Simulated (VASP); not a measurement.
# TaN (Fm-3m) in VASP: notebook

Runs on TaN. Level: PBE. Tasks: single point.

Everything below comes from runs of VASP 6.6.1. Logs are shortened: lines on timing, memory, paths and dates and some standing lists are left out, and cuts for length are marked.

### Step 1. Starting point

It takes space group Fm-3m (No. 225, cubic). The conventional cell has a = 4.423 Å, b = 4.423 Å, c = 4.423 Å, α = 90.00°, β = 90.00°, γ = 90.00°. Ta (site symmetry m-3m) has 6 N at 2.21 Å as nearest neighbours. N (site symmetry m-3m) is surrounded by 6 Ta at 2.21 Å.

The cell comes from a database or a generator and needn't be the stable form of this composition.

### Step 2. Single point, PBE

Contents of INCAR:

```
SYSTEM = TaN
  PREC = Accurate
  ENCUT = 460
  EDIFF = 1E-7
  ISMEAR = 0
  SIGMA = 0.05
  LREAL = .FALSE.
  LASPH = .TRUE.
  NELM = 100
  ALGO = Normal
  ISIF = 2
  LWAVE = .FALSE.
  LCHARG = .FALSE.
  GGA = PE
  ADDGRID = .TRUE.
```

Contents of KPOINTS:

```
Automatic mesh
0
G
  8 8 8
  0 0 0
```

Contents of POSCAR:

```
TaN
1.0
    0.0000000000      2.2113230000      2.2113230000
    2.2113230000      0.0000000000      2.2113230000
    2.2113230000      2.2113230000      0.0000000000
Ta N
1 1
Direct
    0.5000000000      0.5000000000      0.5000000000
    0.0000000000      0.0000000000      0.0000000000
```

Potentials or basis: VASP PAW PBE potentials, release 64 (Ta_pv, N).

The run is started by

```console
> cat potpaw_PBE.64/Ta_pv/POTCAR potpaw_PBE.64/N/POTCAR > POTCAR
> mpirun -np 1 vasp_std > vasp.out
```

OUTCAR:

```text
SYSTEM = TaN
   PREC = Accurate
   ENCUT = 460
   EDIFF = 1E-7
   ISMEAR = 0
   LREAL = .FALSE.
   LASPH = .TRUE.
   NELM = 100
   ISIF = 2
   GGA = PE

 Found     29 irreducible k-points:

 Following reciprocal coordinates:
            Coordinates               Weight
  0.000000  0.000000  0.000000      1.000000
  0.125000  0.000000  0.000000      8.000000
  0.250000  0.000000  0.000000      8.000000
  0.375000  0.000000  0.000000      8.000000
  0.500000  0.000000  0.000000      4.000000
  0.125000  0.125000  0.000000      6.000000
   k-points           NKPTS =     29   k-points in BZ     NKDIM =     29   number of bands    NBANDS=     12
   number of dos      NEDOS =    301   number of ions     NIONS =      2
   total plane-waves  NPLWV =  13824
   dimension x,y,z NGX =    24 NGY =   24 NGZ =   24
   dimension x,y,z NGXF=    48 NGYF=   48 NGZF=   48
   ions per type =               1   1
   NGX,Y,Z   is equivalent  to a cutoff of  12.76, 12.76, 12.76 a.u.
   NGXF,Y,Z  is equivalent  to a cutoff of  25.52, 25.52, 25.52 a.u.
 SYSTEM =  TaN
   PREC   = accura    normal or accurate (medium, high low for compatibility)
   ISTART =      0    job   : 0-new  1-cont  2-samecut
   ICHARG =      2    charge: 1-file 2-atom 10-const
   ISPIN  =      1    spin polarized calculation?
   LNONCOLLINEAR =      F non collinear calculations
   LSORBIT =      F    spin-orbit coupling
   LASPH  =      T    aspherical Exc in radial PAW
   ENCUT  =  460.0 eV  33.81 Ry    5.81 a.u.   5.47  5.47  5.47*2*pi/ulx,y,z
   NELM   =    100;   NELMIN=  2; NELMDL= -5     # of ELM steps
   EDIFF  = 0.1E-06   stopping-criterion for ELM
   LREAL  =      F    real-space projection
   EDIFFG = 0.1E-05   stopping-criterion for IOM
   NSW    =      0    number of steps for IOM
   IBRION =     -1    ionic relax: 0-MD 1-quasi-New 2-CG
   NFREE  =      0    steps in history (QN), initial steepest desc. (CG)
   ISIF   =      2    stress and relaxation
   ISYM   =      2    0-nonsym 1-usesym 2-fastsym
   POTIM  = 0.5000    time-step for ionic-motion
   TEBEG  =    0.0;   TEEND  =   0.0 temperature during run
   PSTRESS=    0.0 pullay stress
   NELECT =      16.0000    total number of electrons
   NUPDOWN=      -1.0000    fix difference up-down
   EMIN   =  10.00;   EMAX   =-10.00  energy-range for DOS
   EFERMI =   0.00;   METHOD = LEGACY
   ISMEAR =     0;   SIGMA  =   0.05  broadening in eV -4-tet -1-fermi 0-gaus
   EFERMI_NEDOS =   21; number of points for ismear=-14 and -15
   IALGO  =     38    algorithm
   IMIX   =      4    mixing-type and parameters
     AMIX     =   0.40;   BMIX     =  1.00
     AMIX_MAG =   1.60;   BMIX_MAG =  1.00
  volume/ion in A,a.u.               =      10.81        72.97
  Fermi-wavevector in a.u.,A,eV,Ry     =   1.480651  2.798024 29.828417  2.192327
  Thomas-Fermi vector in A             =   2.594659
   LORBIT       =      0    0 simple, 1 ext, 2 COOP (PROOUT), +10 PAW based schemes
   GGA     = PE    functional components
   LHFCALC =     F    Hartree Fock is set to
   AEXX    =    0.0000 exact exchange contribution
   IVDW    =     0    specifies the selected vdW correction
   LEPSILON=     F    determine dielectric tensor
   LRPA    =     F    only Hartree local field effects (RPA)
 non-spin polarized calculation
 Gauss-broadening in eV      SIGMA  =   0.05
  energy-cutoff  :      460.00
  volume of cell :       21.63
 maximum number of plane-waves:       531
 NGX is ok and might be reduce to    24
   NGX = 11   NGY = 11   NGZ = 11

 number of electron      16.0000000 magnetization

 Free energy of the ion-electron system (eV)
  ---------------------------------------------------
  ext. energy  EPLUGINS =         0.00000000
  ---------------------------------------------------
  free energy    TOTEN  =       -21.80496626 eV

  energy without entropy =      -21.80395558  energy(sigma->0) =      -21.80446092

 E-fermi :   9.3793     XC(G=0): -13.3427

 val. band max:        9.3434007097   @ k =  -0.2500   0.3750   0.1250
 cond. band min:       9.4199918493   @ k =   0.0000   0.0000   0.0000
 fundamental gap:      0.0765911396
 Fermi energy:         9.3793164580

 k-point     1 :       0.0000    0.0000    0.0000
  band No.  band energies     occupation
      1     -26.4464      2.00000
      2     -26.4464      2.00000
      3     -26.4464      2.00000
      4      -9.3665      2.00000
      5       5.5797      2.00000
      6       5.5797      2.00000
      7       5.5797      2.00000
      8       7.2985      2.00000
      9       7.2985      2.00000
     10       7.2985      2.00000
     11       9.4200      0.24995
     12       9.4200      0.24994

 k-point     2 :       0.1250    0.0000    0.0000
  band No.  band energies     occupation
      1     -26.5713      2.00000
      2     -26.4580      2.00000
      3     -26.4580      2.00000
      4      -9.0089      2.00000
      5       4.0479      2.00000
      6       4.5596      2.00000
      7       4.5596      2.00000
      8       7.8125      2.00000
      9       7.8125      2.00000
     10       7.8403      2.00000
     11      10.7340      0.00000
     12      10.7340      0.00000

 k-point     3 :       0.2500    0.0000    0.0000
  band No.  band energies     occupation
      1     -26.8607      2.00000
      2     -26.4858      2.00000
      3     -26.4858      2.00000
      4      -8.0843      2.00000
      5       1.7793      2.00000
      6       3.1638      2.00000
      7       3.1638      2.00000
      8       8.5959      2.00000
      9       8.9762      2.00000
     10       8.9762      2.00000
     11      13.1853      0.00000
     12      13.1853      0.00000

 k-point     4 :       0.3750    0.0000    0.0000
  band No.  band energies     occupation
      1     -27.1351      2.00000
      2     -26.5134      2.00000
      3     -26.5134      2.00000
      4      -6.9970      2.00000
      5      -0.0839      2.00000
      6       2.2258      2.00000
      7       2.2258      2.00000
      8       9.9333      0.00000
      9      10.4339      0.00000
     10      10.4339      0.00000
     11      14.1643      0.00000
     12      15.5359      0.00000

 k-point     5 :       0.5000    0.0000    0.0000
  band No.  band energies     occupation
      1     -27.2448      2.00000
      2     -26.5247      2.00000
      3     -26.5247      2.00000
      4      -6.4445      2.00000
      5      -0.8795      2.00000
      6       1.9023      2.00000
      7       1.9023      2.00000
      8      11.2096      0.00000
      9      11.2096      0.00000
     10      11.3010      0.00000
     11      13.1254      0.00000
     12      16.7178      0.00000

 k-point     6 :       0.1250    0.1250    0.0000
  band No.  band energies     occupation
      1     -26.5634      2.00000
      2     -26.4858      2.00000
      3     -26.4858      2.00000
      4      -8.9196      2.00000
      5       3.2283      2.00000
      6       4.9206      2.00000
      7       4.9206      2.00000
      8       6.6189      2.00000
      9       8.7136      2.00000
     10       8.7136      2.00000
     11       9.6698      0.00000
     12      10.5691      0.00000

 [... further k-points ...]

------------------------ aborting loop because EDIFF is reached ----------------------------------------

  FORCE on cell =-STRESS in cart. coord.  units (eV):
  Direction    XX          YY          ZZ          XY          YZ          ZX
  --------------------------------------------------------------------------------------
  -------------------------------------------------------------------------------------
  Total       -0.1112501     -0.1112501     -0.1112501      0.0000000     -0.0000000      0.0000000
  in kB       -8.2418422     -8.2418422     -8.2418422      0.0000000     -0.0000000      0.0000000
  external PRESSURE =      -8.2418422 kB  Pullay stress =       0.0000000 kB

 VOLUME and BASIS-vectors are now :
 -----------------------------------------------------------------------------
  energy-cutoff  :      460.00
  volume of cell :       21.63
      direct lattice vectors                 reciprocal lattice vectors
     0.000000000  2.211323000  2.211323000    -0.226108985  0.226108985  0.226108985
     2.211323000  0.000000000  2.211323000     0.226108985 -0.226108985  0.226108985
     2.211323000  2.211323000  0.000000000     0.226108985  0.226108985 -0.226108985

 POSITION                                       TOTAL-FORCE (eV/Angst)
 -----------------------------------------------------------------------------------
      2.21132      2.21132      2.21132        -0.000000     -0.000000      0.000000
      0.00000      0.00000      0.00000         0.000000      0.000000     -0.000000
 -----------------------------------------------------------------------------------
    total drift:                                0.000000     -0.000000     -0.000000

  FREE ENERGIE OF THE ION-ELECTRON SYSTEM (eV)
  ---------------------------------------------------
  free  energy   TOTEN  =       -21.8049662592 eV

  energy  without entropy=      -21.8039555772  energy(sigma->0) =      -21.80446092
```

Wall time 8.2 s (1 thread of Intel Xeon Platinum 8488C (Sapphire Rapids), shared host); peak memory 0.22 GiB.

The run converged, but some of its settings lie outside the range that counts as converged, so its numbers aren't taken as properties of the crystal.

Results:

```yaml
Free_energy: -21.8050 eV
Pressure: -0.8 GPa
Band_gap_on_the_k_mesh: none (metal or under the smearing width)
```

Caveat: the cutoff is under 1.25 times the usual one of these potentials, so pressure, stress and relaxed cells hold a basis-set (Pulay) error.

### Step 3. Single point, PBE

INCAR: that of step 2 with these lines changed.

```diff
@@ -7,3 +7,3 @@
   LREAL = .FALSE.
-  LASPH = .TRUE.
+  LASPH = .FALSE.
   NELM = 100
@@ -14,2 +14,2 @@
   GGA = PE
-  ADDGRID = .TRUE.
+  ADDGRID = .FALSE.
```

KPOINTS is that of step 2.

POSCAR is that of step 2.

Potentials or basis: VASP PAW PBE potentials, release 64 (Ta_pv, N).

The run is started by

```console
> cat potpaw_PBE.64/Ta_pv/POTCAR potpaw_PBE.64/N/POTCAR > POTCAR
> mpirun -np 1 vasp_std > vasp.out
```

OUTCAR:

```text
SYSTEM = TaN
   PREC = Accurate
   ENCUT = 460
   EDIFF = 1E-7
   ISMEAR = 0
   LREAL = .FALSE.
   LASPH = .FALSE.
   NELM = 100
   ISIF = 2
   GGA = PE

 Found     29 irreducible k-points:

 Following reciprocal coordinates:
            Coordinates               Weight
  0.000000  0.000000  0.000000      1.000000
  0.125000  0.000000  0.000000      8.000000
  0.250000  0.000000  0.000000      8.000000
  0.375000  0.000000  0.000000      8.000000
  0.500000  0.000000  0.000000      4.000000
  0.125000  0.125000  0.000000      6.000000
   k-points           NKPTS =     29   k-points in BZ     NKDIM =     29   number of bands    NBANDS=     12
   number of dos      NEDOS =    301   number of ions     NIONS =      2
   total plane-waves  NPLWV =  13824
   dimension x,y,z NGX =    24 NGY =   24 NGZ =   24
   dimension x,y,z NGXF=    48 NGYF=   48 NGZF=   48
   ions per type =               1   1
   NGX,Y,Z   is equivalent  to a cutoff of  12.76, 12.76, 12.76 a.u.
   NGXF,Y,Z  is equivalent  to a cutoff of  25.52, 25.52, 25.52 a.u.
 SYSTEM =  TaN
   PREC   = accura    normal or accurate (medium, high low for compatibility)
   ISTART =      0    job   : 0-new  1-cont  2-samecut
   ICHARG =      2    charge: 1-file 2-atom 10-const
   ISPIN  =      1    spin polarized calculation?
   LNONCOLLINEAR =      F non collinear calculations
   LSORBIT =      F    spin-orbit coupling
   LASPH  =      F    aspherical Exc in radial PAW
   ENCUT  =  460.0 eV  33.81 Ry    5.81 a.u.   5.47  5.47  5.47*2*pi/ulx,y,z
   NELM   =    100;   NELMIN=  2; NELMDL= -5     # of ELM steps
   EDIFF  = 0.1E-06   stopping-criterion for ELM
   LREAL  =      F    real-space projection
   EDIFFG = 0.1E-05   stopping-criterion for IOM
   NSW    =      0    number of steps for IOM
   IBRION =     -1    ionic relax: 0-MD 1-quasi-New 2-CG
   NFREE  =      0    steps in history (QN), initial steepest desc. (CG)
   ISIF   =      2    stress and relaxation
   ISYM   =      2    0-nonsym 1-usesym 2-fastsym
   POTIM  = 0.5000    time-step for ionic-motion
   TEBEG  =    0.0;   TEEND  =   0.0 temperature during run
   PSTRESS=    0.0 pullay stress
   NELECT =      16.0000    total number of electrons
   NUPDOWN=      -1.0000    fix difference up-down
   EMIN   =  10.00;   EMAX   =-10.00  energy-range for DOS
   EFERMI =   0.00;   METHOD = LEGACY
   ISMEAR =     0;   SIGMA  =   0.05  broadening in eV -4-tet -1-fermi 0-gaus
   EFERMI_NEDOS =   21; number of points for ismear=-14 and -15
   IALGO  =     38    algorithm
   IMIX   =      4    mixing-type and parameters
[... 21 lines left out ...]

 Free energy of the ion-electron system (eV)
  ---------------------------------------------------
  ext. energy  EPLUGINS =         0.00000000
  ---------------------------------------------------
  free energy    TOTEN  =       -21.80444542 eV

  energy without entropy =      -21.80342012  energy(sigma->0) =      -21.80393277

 E-fermi :   9.3803     XC(G=0): -13.3427

 val. band max:        9.3446372064   @ k =  -0.2500   0.3750   0.1250
 cond. band min:       9.4173190571   @ k =   0.0000   0.0000   0.0000
 fundamental gap:      0.0726818507
 Fermi energy:         9.3803463124

 k-point     1 :       0.0000    0.0000    0.0000
  band No.  band energies     occupation
      1     -26.4463      2.00000
      2     -26.4463      2.00000
      3     -26.4463      2.00000
      4      -9.3667      2.00000
      5       5.5795      2.00000
      6       5.5795      2.00000
      7       5.5795      2.00000
      8       7.3002      2.00000
      9       7.3002      2.00000
     10       7.3002      2.00000
     11       9.4173      0.29568
     12       9.4173      0.29568
[... 61 lines left out ...]
 k-point     6 :       0.1250    0.1250    0.0000
  band No.  band energies     occupation
      1     -26.5633      2.00000
      2     -26.4857      2.00000
      3     -26.4857      2.00000
      4      -8.9198      2.00000
      5       3.2276      2.00000
      6       4.9207      2.00000
      7       4.9207      2.00000
      8       6.6205      2.00000
      9       8.7150      2.00000
     10       8.7150      2.00000
     11       9.6671      0.00000
     12      10.5678      0.00000

 [... further k-points ...]

------------------------ aborting loop because EDIFF is reached ----------------------------------------

  FORCE on cell =-STRESS in cart. coord.  units (eV):
  Direction    XX          YY          ZZ          XY          YZ          ZX
  --------------------------------------------------------------------------------------
  -------------------------------------------------------------------------------------
  Total       -0.1121587     -0.1121587     -0.1121587      0.0000000      0.0000000     -0.0000000
  in kB       -8.3091565     -8.3091565     -8.3091565      0.0000000      0.0000000     -0.0000000
  external PRESSURE =      -8.3091565 kB  Pullay stress =       0.0000000 kB

 VOLUME and BASIS-vectors are now :
 -----------------------------------------------------------------------------
  energy-cutoff  :      460.00
  volume of cell :       21.63
      direct lattice vectors                 reciprocal lattice vectors
     0.000000000  2.211323000  2.211323000    -0.226108985  0.226108985  0.226108985
     2.211323000  0.000000000  2.211323000     0.226108985 -0.226108985  0.226108985
     2.211323000  2.211323000  0.000000000     0.226108985  0.226108985 -0.226108985

 POSITION                                       TOTAL-FORCE (eV/Angst)
 -----------------------------------------------------------------------------------
      2.21132      2.21132      2.21132         0.000000      0.000000      0.000000
      0.00000      0.00000      0.00000        -0.000000     -0.000000     -0.000000
 -----------------------------------------------------------------------------------
    total drift:                                0.000000     -0.000000     -0.000000

  FREE ENERGIE OF THE ION-ELECTRON SYSTEM (eV)
  ---------------------------------------------------
  free  energy   TOTEN  =       -21.8044454166 eV

  energy  without entropy=      -21.8034201249  energy(sigma->0) =      -21.80393277
```

OSZICAR:

```text
N       E                     dE             d eps       ncg     rms          rms(c)
DAV:   1     0.812337127590E+02    0.81234E+02   -0.86304E+03   704   0.129E+03
DAV:   2    -0.211227469092E+02   -0.10236E+03   -0.96929E+02   808   0.312E+02
DAV:   3    -0.247626908752E+02   -0.36399E+01   -0.35549E+01   860   0.530E+01
DAV:   4    -0.248189919825E+02   -0.56301E-01   -0.56017E-01   780   0.591E+00
DAV:   5    -0.248195408661E+02   -0.54888E-03   -0.54872E-03   848   0.501E-01    0.234E+01
DAV:   6    -0.219355442217E+02    0.28840E+01   -0.12914E+01   800   0.326E+01    0.991E+00
DAV:   7    -0.218365651889E+02    0.98979E-01   -0.47156E-01   780   0.642E+00    0.664E+00
DAV:   8    -0.218099438040E+02    0.26621E-01   -0.14660E-01   828   0.361E+00    0.107E+00
DAV:   9    -0.218045619505E+02    0.53819E-02   -0.23551E-02   784   0.120E+00    0.254E-01
DAV:  10    -0.218045259549E+02    0.35996E-04   -0.16880E-03   780   0.440E-01    0.102E-01
DAV:  11    -0.218044350901E+02    0.90865E-04   -0.24824E-04   800   0.135E-01    0.174E-02
DAV:  12    -0.218044370181E+02   -0.19280E-05   -0.12620E-05   764   0.333E-02    0.559E-03
DAV:  13    -0.218044452850E+02   -0.82669E-05   -0.38599E-05   720   0.478E-03    0.311E-03
DAV:  14    -0.218044454705E+02   -0.18554E-06   -0.18702E-06   380   0.852E-04    0.376E-03
DAV:  15    -0.218044454166E+02    0.53925E-07   -0.15291E-07   448   0.297E-03
   1 F= -.21804445E+02 E0= -.21803933E+02  d E =-.102529E-02
```

stdout:

```text
POSCAR found type information on POSCAR TaN
 POSCAR found :  2 types and       2 ions
 scaLAPACK will be used
 LDA part: xc-table for (Slater+PW92), standard interpolation
 POSCAR, INCAR and KPOINTS ok, starting setup
 FFT: planning ... GRIDC
 FFT: planning ... GRID_SOFT
 FFT: planning ... GRID
 WAVECAR not read
 entering main loop
 -----------------------------------------------------------------------------
|                                                                             |
|                                                                             |
|     Your highest band is occupied at some k-points! Unless you are          |
|     performing a calculation for an insulator or semiconductor, without     |
|     unoccupied bands, you have included TOO FEW BANDS!! Please increase     |
|     the parameter NBANDS in file INCAR to ensure that the highest band      |
|     is unoccupied at all k-points. It is always recommended to include      |
|     a few unoccupied bands to accelerate the convergence of                 |
|     molecular-dynamics runs (even for insulators or semiconductors),        |
|     since the presence of unoccupied bands improves wavefunction            |
|     prediction and helps to suppress 'band-crossings'.                      |
|                                                                             |
 -----------------------------------------------------------------------------
```

Run time: 4.6 s. Hardware: 1 thread of Intel Xeon Platinum 8488C (Sapphire Rapids), shared host; peak memory 0.14 GiB.

These settings aren't checked as converged: the numbers below hold their error.

What came out:

- Free energy: -21.8044 eV
- Pressure: -0.8 GPa
- Band gap on the k mesh: none (metal or under the smearing width)

Caveat: the cutoff is under 1.25 times the usual one of these potentials, so pressure, stress and relaxed cells hold a basis-set (Pulay) error.

(Continued in part 2 of 2.)
